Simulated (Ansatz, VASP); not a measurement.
## Two plane-wave programs on In3Se

```
In Se
1.0
     4.81509    0.00000    0.00000
     0.00000    4.81509    0.00000
     0.00000    0.00000    4.81509
In Se
3 1
Direct
  0.00000 0.50000 0.50000
  0.50000 0.00000 0.50000
  0.50000 0.50000 0.00000
  0.00000 0.00000 0.00000
```

Alike in both runs: task single point; functional PBE; k mesh 10 × 10 × 10; occupations gaussian, width 0.1 eV; no spin polarisation.

|  | VASP | Ansatz |
| --- | --- | --- |
| version | VASP 6.6.1 | Ansatz 0.2.0 |
| potentials or method | VASP PAW PBE potentials, release 64 (In_d, Se) | scalar-relativistic, plane waves, PAW |
| plane-wave cutoff (eV) | 520 | 420 |
| valence electrons in the cell | 45 | 55 |

|  | VASP | Ansatz | Ansatz less VASP |
| --- | --- | --- | --- |
| gap on the k mesh at the Fermi level (eV) | none | none | - |
| pressure (GPa) | -0.6 | -0.5 | +0.02 |

A gap of «none» marks a metal or a gap that the smearing closes. The functional is the same, so the differences come from potentials, cutoffs and numerics. The two sets of potentials don't hold the same shells in valence.
